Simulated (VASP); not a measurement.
# Sb (R-3m) in VASP: further runs, part 2 of 2

VASP 6.6.1.

**4. Relaxation of the atoms, LDA (a relaxed cell with its volume scaled by 0.98)**

The input, INCAR:

```
PREC     = Accurate       # precision mode
ENCUT    = 350            # plane-wave cutoff, eV
EDIFF    = 1E-7           # SCF threshold, eV
ISMEAR   = 0              # smearing method
SIGMA    = 0.02           # smearing width, eV
LREAL    = F              # projectors in reciprocal space
LASPH    = T              # aspherical terms in the spheres
NELM     = 100            # most SCF steps
ALGO     = Normal         # electronic algorithm
ISIF     = 2              # what is computed and relaxed
LWAVE    = F              # write WAVECAR
LCHARG   = F              # write CHGCAR
IBRION   = 2              # ionic algorithm
NSW      = 80             # ionic steps
EDIFFG   = -0.002         # ionic threshold
```

The input, KPOINTS:

```
regular mesh
0
Gamma
  6 6 6
```

The input, POSCAR:

```
Sb                                      
1.0
    2.1346754570      1.2324554499      3.6566324869
   -2.1346754570      1.2324554499      3.6566324869
    0.0000000000     -2.4649108998      3.6566324869
  Sb            
     2
Direct
     0.2348659560064874    0.2348659560064874    0.2348659560064874
     0.7651340439935126    0.7651340439935126    0.7651340439935126
```

Potentials or basis: VASP PAW LDA potentials, release 64 (Sb).

The run is started by

```bash
$ cat potpaw_LDA.64/Sb/POTCAR > POTCAR
$ mpirun -np 1 vasp_std > vasp.out
```

OUTCAR:

```text
PREC = Accurate
   ENCUT = 350
   EDIFF = 1E-7
   ISMEAR = 0
   LREAL = F
   LASPH = T
   NELM = 100
   ISIF = 2
   IBRION = 2
   NSW = 80
   EDIFFG = -0.002

 ion  position               nearest neighbor table
   1  0.235  0.235  0.235-   2 2.88   2 2.88   2 2.88   2 3.28   2 3.28   2 3.28
   2  0.765  0.765  0.765-   1 2.88   1 2.88   1 2.88   1 3.28   1 3.28   1 3.28

  LATTYP: Found a trigonal (rhomboedric) cell.
 ALAT       =     4.4098465832
 COS(alpha) =     0.5313520216

  Lattice vectors:

 A1 = (   2.1346754570,   1.2324554499,   3.6566324869)
 A2 = (  -2.1346754570,   1.2324554499,   3.6566324869)
 A3 = (   0.0000000000,  -2.4649108998,   3.6566324869)

Analysis of symmetry for initial positions (statically):
=====================================================================
 Subroutine PRICEL returns:
 Original cell was already a primitive cell.

 Routine SETGRP: Setting up the symmetry group for a
 trigonal (rhombohedral) supercell.

 Subroutine GETGRP returns: Found 12 space group operations
 (whereof 12 operations were pure point group operations)
 out of a pool of 12 trial point group operations.

The static configuration has the point symmetry D_3d.

Analysis of symmetry for dynamics (positions and initial velocities):
=====================================================================
 Subroutine PRICEL returns:
 Original cell was already a primitive cell.

 Routine SETGRP: Setting up the symmetry group for a
 trigonal (rhombohedral) supercell.

 Subroutine GETGRP returns: Found 12 space group operations
 (whereof 12 operations were pure point group operations)
 out of a pool of 12 trial point group operations.

The dynamic configuration has the point symmetry D_3d.

 Subroutine INISYM returns: Found 12 space group operations
 (whereof 12 operations are pure point group operations),
 and found     1 'primitive' translations

[... 127 lines left out ...]
 Gauss-broadening in eV      SIGMA  =   0.02
  energy-cutoff  :      350.00
  volume of cell :       57.72
 maximum number of plane-waves:       890
   NGX = 13   NGY = 13   NGZ = 13

--------------------------------------- Ionic step        1  -------------------------------------------

 number of electron      10.0000001 magnetization

 Free energy of the ion-electron system (eV)
  ---------------------------------------------------
  ext. energy  EPLUGINS =         0.00000000
  ---------------------------------------------------
  free energy    TOTEN  =        -9.63493539 eV

  energy without entropy =       -9.63473909  energy(sigma->0) =       -9.63483724

------------------------ aborting loop because EDIFF is reached ----------------------------------------

  FORCE on cell =-STRESS in cart. coord.  units (eV):
  Direction    XX          YY          ZZ          XY          YZ          ZX
  --------------------------------------------------------------------------------------
  -------------------------------------------------------------------------------------
  Total        0.5009739      0.5009739      0.4340705      0.0000000      0.0000000      0.0000000
  in kB       13.9056100     13.9056100     12.0485609      0.0000000      0.0000000      0.0000000
  external PRESSURE =      13.2865936 kB  Pullay stress =       0.0000000 kB
[... 59 lines left out ...]
--------------------------------------- Ionic step        3  -------------------------------------------

 number of electron      10.0000001 magnetization

 Free energy of the ion-electron system (eV)
  ---------------------------------------------------
  ext. energy  EPLUGINS =         0.00000000
  ---------------------------------------------------
  free energy    TOTEN  =        -9.63576464 eV

  energy without entropy =       -9.63556834  energy(sigma->0) =       -9.63566649

 E-fermi :   7.8065     XC(G=0):  -9.9167

 val. band max:        7.6448447485   @ k =   0.5000   0.5000   0.5000
 cond. band min:       7.8202062036   @ k =   0.3333   0.1667   0.1667
 fundamental gap:      0.1753614551
 Fermi energy:         7.8065247966

 k-point     1 :       0.0000    0.0000    0.0000
  band No.  band energies     occupation
      1      -5.3319      2.00000
      2       3.0718      2.00000
      3       5.6163      2.00000
      4       5.8245      2.00000
      5       5.8245      2.00000
      6      10.0063      0.00000
      7      10.5327      0.00000
      8      10.5327      0.00000
      9      12.6390      0.00000
[... 265 lines left out ...]
 k-point    24 :      -0.3333    0.5000    0.1667
  band No.  band energies     occupation
      1      -2.4794      2.00000
      2      -1.1072      2.00000
      3       2.1143      2.00000
      4       3.0646      2.00000
      5       5.8268      2.00000
      6       9.7121      0.00000
      7      10.9632      0.00000
      8      13.5151      0.00000
      9      13.8655      0.00000

 [... further k-points ...]
[... 5 lines left out ...]
  --------------------------------------------------------------------------------------
  -------------------------------------------------------------------------------------
  Total        0.4254614      0.4254614      0.3370916      0.0000000     -0.0000000      0.0000000
  in kB       11.8095977     11.8095977      9.3567047      0.0000000     -0.0000000      0.0000000
  external PRESSURE =      10.9919667 kB  Pullay stress =       0.0000000 kB
[... 17 lines left out ...]
  FREE ENERGIE OF THE ION-ELECTRON SYSTEM (eV)
  ---------------------------------------------------
  free  energy   TOTEN  =        -9.6357646425 eV

  energy  without entropy=       -9.6355683411  energy(sigma->0) =       -9.63566649

 reached required accuracy - stopping structural energy minimisation
```

OSZICAR:

```text
N       E                     dE             d eps       ncg     rms          rms(c)
DAV:   1     0.303437441043E+02    0.30344E+02   -0.29185E+03   576   0.634E+02
DAV:   2    -0.837805830000E+01   -0.38722E+02   -0.37779E+02   878   0.113E+02
DAV:   3    -0.964951010049E+01   -0.12715E+01   -0.12547E+01   712   0.252E+01
[... 17 lines left out ...]
DAV:   1    -0.963574334852E+01   -0.17147E-03   -0.12157E-02   644   0.709E-01    0.296E-02
DAV:   2    -0.963576619189E+01   -0.22843E-04   -0.34058E-04   641   0.152E-01    0.807E-03
DAV:   3    -0.963576489250E+01    0.12994E-05   -0.58148E-06   702   0.197E-02    0.403E-03
DAV:   4    -0.963576464217E+01    0.25033E-06   -0.85731E-07   678   0.570E-03    0.135E-03
DAV:   5    -0.963576464251E+01   -0.34044E-09   -0.51366E-08   296   0.182E-03
   3 F= -.96357646E+01 E0= -.96356665E+01  d E =-.829255E-03
```

Run time: 15 s. Hardware: 1 thread of Intel Xeon Platinum 8488C (Sapphire Rapids), shared host; peak memory 0.13 GiB.

Results:

| Item | Value |
| --- | --- |
| Free energy | -9.6358 eV |
| Energy gained by relaxing | 0.4 meV/atom |
| Ionic steps | 3 |
| Pressure after relaxing | 1.1 GPa |
| Band gap on the k mesh | none (metal or under the smearing width) |

The path:
```tsv
step	energy change (eV)	largest force (eV/Å)	pressure (GPa)
1	0.0000	0.0945	1.33
2	-0.0006	0.0451	1.21
3	-0.0008	0.0011	1.10
```

Final structure:
```
CELL_PARAMETERS angstrom
2.13468 1.23246 3.65663
-2.13468 1.23246 3.65663
0.00000 -2.46491 3.65663
ATOMIC_POSITIONS crystal
Sb 0.23566 0.23566 0.23566
Sb 0.76434 0.76434 0.76434
```
